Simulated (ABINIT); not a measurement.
# MoS2 in ABINIT: reference runs

How does MoS2 come out in PBE? The cell is run as given and disturbed.

Program: ABINIT 10.8.3 (patched build). These are calculated values, not measurements. Logs are shortened: lines on timing, memory, paths and dates and some standing lists are left out, and cuts for length are marked. The log counts tension as positive stress, the text compression.

**1. The structure**

The cell holds a slab with vacuum, 3 atoms: a = 3.184 Å, b = 3.184 Å, c = 17.335 Å, α = 90.00°, β = 90.00°, γ = 120.00°.

**2. Single point, PBE**

Input file run.abi:

```
# Pseudopotentials
pp_dirpath "./"
pseudos "Mo.GGA_PBE-JTH.xml, S.GGA_PBE-JTH.xml"

# Structure
acell 3*1.0 Angstrom
rprim
     3.1841260822     0.0000000000     0.0000000000
    -1.5920630411     2.7575340760     0.0000000000
     0.0000000000     0.0000000000    17.3345999500
ntypat 2
znucl 42 16
natom 3
typat 1 2 2
xcart
     0.0000000000     0.0000000000     0.0000000000
    -0.0000000003     3.4739894555    29.8260669926
    -0.0000000003     3.4739894555     2.9315793928

# Plane-wave basis
ecut 544.227725 eV
pawecutdg 40.0
pawxcdev 0

# k points
kptopt 1
ngkpt 10 10 2
nshiftk 1
shiftk 0.0 0.0 0.0

# Exchange and correlation
ixc 11

# Bands and occupations
nband 17
occopt 3
tsmear 0.00183747

# SCF cycle
nstep 100
tolvrs 1.0e-9

# Output
iomode 3
prtwf 0
prtden 0
prteig 0
prtebands 0
enunit 2
prtvol 2
```

Potentials or basis: JTH PAW PBE v2.0.

Launch:

```console
$ abinit run.abi > log 2>&1
```

run.abo:

```text
.Version 10.8.3 of ABINIT
 Symmetries : space group P-6 m 2 (#187); Bravais hP (primitive hexag.)
================================================================================
 Values of the parameters that define the memory need of the present run
     intxc =       0    ionmov =       0      iscf =      17    lmnmax =      18
     lnmax =       6     mgfft =     135  mpssoang =       3    mqgrid =    9327
     natom =       3  nloc_mem =       2    nspden =       1   nspinor =       1
    nsppol =       1      nsym =      12    n1xccc =       1    ntypat =       2
    occopt =       3   xclevel =       2
       mpw =        4436          nfft =       98415          nkpt =          28
 PAW method is used; the additional fine FFT grid is defined by:
   mgfftf=       192    nfftf =    248832
================================================================================
================================================================================

--------------------------------------------------------------------------------
------------- Echo of variables that govern the present computation ------------
--------------------------------------------------------------------------------
 -outvars: echo values of preprocessed input variables --------
            acell      1.8897261259E+00  1.8897261259E+00  1.8897261259E+00 Bohr
              amu      9.59400000E+01  3.20660000E+01
             ecut      2.00000000E+01 Hartree
           enunit           2
              ixc          11
         kptrlatt       10    0    0      0   10    0      0    0    2
          kptrlen      6.01712625E+01
            natom           3
            nband          17
            ngfft          27      27     135
          ngfftdg          36      36     192
             nkpt          28
            nstep         100
             nsym          12
           ntypat           2
           occopt           3
        pawecutdg      4.00000000E+01 Hartree
         pawxcdev           0
           prtden           0
        prtebands           0
           prteig           0
           prtvol           2
            prtwf           0
            rprim      3.1841260822E+00  0.0000000000E+00  0.0000000000E+00
                      -1.5920630411E+00  2.7575340760E+00  0.0000000000E+00
                       0.0000000000E+00  0.0000000000E+00  1.7334599950E+01
          spgroup         187
           tolvrs      1.00000000E-09
           tsmear      1.83747000E-03 Hartree
            typat      1  2  2
           useylm           1
           xangst      0.0000000000E+00  0.0000000000E+00  0.0000000000E+00
                       4.5125876701E-16  1.8383560507E+00  1.5783274939E+01
                       4.5125876701E-16  1.8383560507E+00  1.5513250115E+00
            xcart      0.0000000000E+00  0.0000000000E+00  0.0000000000E+00
                       8.5275548157E-16  3.4739894577E+00  2.9826067004E+01
                       8.5275548157E-16  3.4739894577E+00  2.9315794039E+00
             xred      0.0000000000E+00  0.0000000000E+00  0.0000000000E+00
                       3.3333333333E-01  6.6666666667E-01  9.1050701972E-01
                       3.3333333333E-01  6.6666666667E-01  8.9492980279E-02
            znucl       42.00000   16.00000

================================================================================

 chkinp: Checking input parameters for consistency.

================================================================================
== DATASET  1 ==================================================================

--- !DatasetInfo
iteration_state: {dtset: 1, }
dimensions: {natom: 3, nkpt: 28, mband: 17, nsppol: 1, nspinor: 1, nspden: 1, mpw: 4436, }
cutoff_energies: {ecut:  20.0, pawecutdg:  40.0, }
electrons: {nelect:   2.60000000E+01, charge:   0.00000000E+00, occopt:   3.00000000E+00, tsmear:   1.83747000E-03, }
meta: {optdriver: 0, ionmov: 0, optcell: 0, iscf: 17, paral_kgb: 0, }
[... 273 lines left out ...]
              =  1.000000000000  1.000000000000  1.000000000000 angstroms
 Fermi (or HOMO) energy (hartree) =  -0.00996   Average Vxc (hartree)=  -0.16310
 Eigenvalues (hartree) for nkpt=  28  k points:
 kpt#   1, nband= 17, wtk=  0.00500, kpt=  0.0000  0.0000  0.0000 (reduced coord)
  -2.27982   -1.32920   -1.32184   -1.32184   -0.56144   -0.51196   -0.24901   -0.14030
  -0.14030   -0.10634   -0.09906   -0.09906   -0.04102    0.05924    0.05924    0.06917
   0.06917
      occupation numbers for kpt#   1
   2.00000    2.00000    2.00000    2.00000    2.00000    2.00000    2.00000    2.00000
   2.00000    2.00000    2.00000    2.00000    2.00000    0.00000    0.00000    0.00000
   0.00000
 kpt#   2, nband= 17, wtk=  0.03000, kpt=  0.1000  0.0000  0.0000 (reduced coord)
  -2.27969   -1.32894   -1.32318   -1.32215   -0.55604   -0.50980   -0.24299   -0.15189
  -0.13467   -0.13034   -0.10742   -0.08344   -0.04415    0.05313    0.05563    0.06316
   0.06858
      occupation numbers for kpt#   2
   2.00000    2.00000    2.00000    2.00000    2.00000    2.00000    2.00000    2.00000
   2.00000    2.00000    2.00000    2.00000    2.00000    0.00000    0.00000    0.00000
   0.00000
 kpt#   3, nband= 17, wtk=  0.03000, kpt=  0.2000  0.0000  0.0000 (reduced coord)
[... 192 lines left out ...]
  -2.27834   -1.33392   -1.32793   -1.32620   -0.48703   -0.48179   -0.23432   -0.23289
  -0.18672   -0.15560   -0.14281   -0.11211   -0.05243    0.03130    0.07467    0.08183
   0.12566
      occupation numbers for kpt#  27
   2.00000    2.00000    2.00000    2.00000    2.00000    2.00000    2.00000    2.00000
   2.00000    2.00000    2.00000    2.00000    2.00000    0.00000    0.00000    0.00000
   0.00000
 kpt#  28, nband= 17, wtk=  0.03000, kpt=  0.3000  0.3000  0.5000 (reduced coord)
  -2.27830   -1.33271   -1.32966   -1.32612   -0.48474   -0.48038   -0.23869   -0.21987
  -0.18292   -0.17029   -0.15110   -0.11609   -0.04783    0.02293    0.07307    0.08328
   0.13513
      occupation numbers for kpt#  28
   2.00000    2.00000    2.00000    2.00000    2.00000    2.00000    2.00000    2.00000
   2.00000    2.00000    2.00000    2.00000    2.00000    0.00000    0.00000    0.00000
   0.00000
 Fermi (or HOMO) energy (eV) =  -0.27115   Average Vxc (eV)=  -4.43810
 Eigenvalues (   eV  ) for nkpt=  28  k points:
 kpt#   1, nband= 17, wtk=  0.00500, kpt=  0.0000  0.0000  0.0000 (reduced coord)
 -62.03712  -36.16941  -35.96914  -35.96914  -15.27754  -13.93126   -6.77604   -3.81766
  -3.81766   -2.89371   -2.69545   -2.69545   -1.11633    1.61196    1.61196    1.88223
   1.88223
 kpt#   2, nband= 17, wtk=  0.03000, kpt=  0.1000  0.0000  0.0000 (reduced coord)
 -62.03356  -36.16222  -36.00557  -35.97741  -15.13060  -13.87245   -6.61213   -4.13315
  -3.66457   -3.54675   -2.92304   -2.27053   -1.20131    1.44567    1.51374    1.71855
   1.86614
 kpt#   3, nband= 17, wtk=  0.03000, kpt=  0.2000  0.0000  0.0000 (reduced coord)
 -62.02423  -36.14336  -36.09993  -35.99898  -14.72371  -13.71001   -6.25282   -4.76687
  -4.33433   -3.41574   -3.25189   -2.28624   -1.58338    1.08595    1.37485    1.52235
   2.39525
 kpt#   4, nband= 17, wtk=  0.03000, kpt=  0.3000  0.0000  0.0000 (reduced coord)
 -62.01266  -36.21464  -36.11996  -36.02552  -14.16216  -13.48890   -6.27205   -5.09925
  -5.05305   -3.90127   -2.72636   -2.63569   -2.06619    1.10724    1.12669    2.06245
   2.85790
 kpt#   5, nband= 17, wtk=  0.03000, kpt=  0.4000  0.0000  0.0000 (reduced coord)
[... 80 lines left out ...]
 -62.00730  -36.23410  -36.10910  -36.07187  -13.87925  -13.36882   -6.21868   -5.37728
  -4.88326   -4.46437   -3.41207   -2.36619   -1.94454    0.89754    1.38640    1.74248
   3.27907
 kpt#  26, nband= 17, wtk=  0.06000, kpt=  0.3000  0.2000  0.5000 (reduced coord)
 -61.99971  -36.28141  -36.11632  -36.09373  -13.43677  -13.18645   -6.35642   -6.07049
  -4.88301   -4.36614   -3.83349   -2.78986   -1.68139    1.04007    1.65245    2.07430
   3.41331
 kpt#  27, nband= 17, wtk=  0.03000, kpt=  0.4000  0.2000  0.5000 (reduced coord)
 -61.99681  -36.29794  -36.13471  -36.08785  -13.25277  -13.11008   -6.37626   -6.33724
  -5.08095   -4.23422   -3.88605   -3.05054   -1.42667    0.85162    2.03182    2.22683
   3.41946
 kpt#  28, nband= 17, wtk=  0.03000, kpt=  0.3000  0.3000  0.5000 (reduced coord)
 -61.99570  -36.26480  -36.18196  -36.08562  -13.19047  -13.07180   -6.49516   -5.98309
  -4.97760   -4.63385   -4.11155   -3.15895   -1.30140    0.62402    1.98826    2.26615
   3.67703
 Total charge density [el/Bohr^3]
)     Maximum=    1.3295E+00  at reduced coord.    0.0000    0.0000    0.0000
)Next maximum=    1.3072E+00  at reduced coord.    0.9722    0.9722    0.0000
)     Minimum=   -2.2643E-01  at reduced coord.    0.3333    0.6667    0.0885
)Next minimum=   -2.2643E-01  at reduced coord.    0.3333    0.6667    0.9115
   Integrated=    2.6000E+01

--- !EnergyTerms
iteration_state     : {dtset: 1, }
comment             : Components of total free energy in Hartree
kinetic             :  1.85867503543034E+01
hartree             :  2.27459646178419E+02
xc                  : -1.12670062002906E+01
Ewald energy        :  1.49127291252515E+02
psp_core            :  8.65133468284133E-01
local_psp           : -4.87052083565272E+02
PAW spherical_terms :  1.26900182895369E+01
internal            : -8.95902502225042E+01
'-kT*entropy'       : -1.44669530262923E-10
total_energy        : -8.95902502226489E+01
total_energy_eV     : -2.43787490268258E+03
...

--- !EnergyTermsDC
iteration_state     : {dtset: 1, }
comment             : '"Double-counting" decomposition of free energy'
band_energy         : -1.66125273639880E+01
Ewald energy        :  1.49127291252515E+02
psp_core            :  8.65133468284133E-01
xc_dc               : -2.26081203169331E+02
PAW spherical_terms :  3.11104807841975E+00
internal            : -8.95902577341006E+01
'-kT*entropy'       : -1.44669530262923E-10
total_energy_dc     : -8.95902577342453E+01
total_energy_dc_eV  : -2.43787510708353E+03
...

--- !EnergyTermsWithPAWCore
iteration_state     : {dtset: 1, }
comment             : 'Components of total free energy, including PAW core contributions'
Total energy        : -4.84751057201419E+03
Total energy DC     : -4.84751057952578E+03
Total energy (eV)   : -1.31907482506554E+05
Total energy DC (eV): -1.31907482710955E+05
...

 Cartesian components of stress tensor (hartree/bohr^3)
  sigma(1 1)= -1.00854588E-05  sigma(3 2)=  0.00000000E+00
  sigma(2 2)= -1.00854588E-05  sigma(3 1)=  0.00000000E+00
  sigma(3 3)= -2.39468527E-05  sigma(2 1)=  0.00000000E+00

-Cartesian components of stress tensor (GPa)         [Pressure=  4.3266E-01 GPa]
- sigma(1 1)= -2.96724442E-01  sigma(3 2)=  0.00000000E+00
- sigma(2 2)= -2.96724442E-01  sigma(3 1)=  0.00000000E+00
- sigma(3 3)= -7.04540731E-01  sigma(2 1)=  0.00000000E+00

== END DATASET(S) ==============================================================
================================================================================

 -outvars: echo values of variables after computation  --------
            acell      1.8897261259E+00  1.8897261259E+00  1.8897261259E+00 Bohr
           etotal     -8.9590257734E+01
            fcart      4.7733000562E-28  2.7558660724E-28 -0.0000000000E+00
                      -2.3866500281E-28 -1.3779330362E-28 -4.2909173695E-03
                      -2.3866500281E-28 -1.3779330362E-28  4.2909173695E-03
            rprim      3.1841260822E+00  0.0000000000E+00  0.0000000000E+00
                      -1.5920630411E+00  2.7575340760E+00  0.0000000000E+00
                       0.0000000000E+00  0.0000000000E+00  1.7334599950E+01
           strten     -1.0085458799E-05 -1.0085458776E-05 -2.3946852701E-05
                       0.0000000000E+00  0.0000000000E+00  0.0000000000E+00
           xangst      0.0000000000E+00  0.0000000000E+00  0.0000000000E+00
                       4.5125876701E-16  1.8383560507E+00  1.5783274939E+01
                       4.5125876701E-16  1.8383560507E+00  1.5513250115E+00
             xred      0.0000000000E+00  0.0000000000E+00  0.0000000000E+00
                       3.3333333333E-01  6.6666666667E-01  9.1050701972E-01
                       3.3333333333E-01  6.6666666667E-01  8.9492980279E-02
 Calculation completed.
```

Wall time 3.1 min (1 thread of Arm Neoverse V1, shared host); peak memory 0.21 GiB.

Results:

- Free energy: -2437.8751 eV
- Largest force: 0.221 eV/Å
- Band gap on the k mesh: 1.74 eV, indirect (least direct gap 1.93 eV)
- Valence electrons inside the program's atomic spheres: Mo 11.26; S 3.59

Forces on the atoms (eV/Å):
```
Mo   0.000  0.000  0.000
S    0.000  0.000 -0.221
S    0.000  0.000  0.221
```

Levels at points of the mesh, in eV from the valence-band top:
```
           k point  band 9  band 10  band 11  band 12  band 13  band 14  band 15  band 16  band 17
(0.00, 0.00, 0.00)   -2.70    -1.78    -1.58    -1.58     0.00     2.73     2.73     3.00     3.00
(0.50, 0.00, 0.00)   -4.11    -3.23    -1.87    -1.05    -0.67     2.19     2.72     3.86     4.31
(0.00, 0.00, 0.50)   -2.70    -1.78    -1.58    -1.58     0.00     2.73     2.73     3.00     3.00
(0.50, 0.00, 0.50)   -4.11    -3.23    -1.87    -1.05    -0.67     2.19     2.72     3.86     4.31
```

Expect the measured gap to be larger: semilocal functionals such as PBE lack the derivative discontinuity.

**3. Single point, PBE (atoms moved at random, drawn with an rms of 0.05 Å)**

Input file run.abi:

```
# Pseudopotentials
pp_dirpath "./"
pseudos "Mo.GGA_PBE-JTH.xml, S.GGA_PBE-JTH.xml"

# Structure
acell 3*1.0
rprim
     6.0171262416     0.0000000000     0.0000000000
    -3.0085631208     5.2109841830     0.0000000000
     0.0000000000     0.0000000000    32.7576463855
ntypat 2
znucl 42 16
natom 3
typat 1 2 2
xred
     0.0028990000    -0.0138400000    -0.0004740000
     0.3313860000     0.6610750000     0.9105550000
     0.3217360000     0.6551810000     0.0895260000
chkprim 0
chksymtnons 0
tolsym 1.0e-6

# Plane-wave basis
ecut 20.0
pawecutdg 40.0
pawxcdev 0

# k points
kptopt 1
ngkpt 10 10 2
nshiftk 1
shiftk 0.0 0.0 0.0

# Exchange and correlation
ixc 11

# Bands and occupations
nband 17
occopt 3
tsmear 0.00183747

# SCF cycle
nstep 100
tolvrs 1.0e-9

# Output
iomode 3
prtwf 0
prtden 0
prteig 0
prtebands 0
enunit 2
```

Potentials or basis: JTH PAW PBE v2.0.

Launch:

```console
$ abinit run.abi > log 2>&1
```

It took 10 min on 1 thread of Arm Neoverse V1, shared host; peak memory 0.39 GiB.

The run converged. Its results:

| Item | Value |
| --- | --- |
| Free energy | -2437.8540 eV |
| Largest force | 0.887 eV/Å |
| Band gap on the k mesh | 1.73 eV, indirect (least direct gap 1.91 eV) |
| Valence electrons inside the program's atomic spheres | Mo 11.27; S 3.60, 3.59 |

Forces in eV/Å, atoms in the order of the input:
```
Mo  -0.793  0.300  0.259
S    0.306 -0.219 -0.383
S    0.487 -0.081  0.124
```

Levels at points of the mesh, in eV from the valence-band top:
```
           k point  band 10  band 11  band 12  band 13  band 14  band 15  band 16  band 17
(0.00, 0.00, 0.00)    -1.84    -1.70    -1.39     0.00     2.51     2.89     2.95     3.09
(0.50, 0.00, 0.00)    -3.28    -1.82    -1.09    -0.58     2.21     2.72     3.72     4.38
(0.00, 0.50, 0.00)    -3.26    -1.85    -1.10    -0.59     2.20     2.72     3.74     4.40
(0.50, 0.50, 0.00)    -3.16    -1.95    -1.02    -0.74     2.15     2.71     3.99     4.27
(0.00, 0.00, 0.50)    -1.84    -1.70    -1.39     0.00     2.51     2.89     2.95     3.09
(0.50, 0.00, 0.50)    -3.28    -1.82    -1.09    -0.58     2.21     2.72     3.72     4.38
(0.00, 0.50, 0.50)    -3.26    -1.85    -1.10    -0.59     2.20     2.72     3.74     4.40
(0.50, 0.50, 0.50)    -3.16    -1.95    -1.02    -0.74     2.15     2.71     3.99     4.27
```
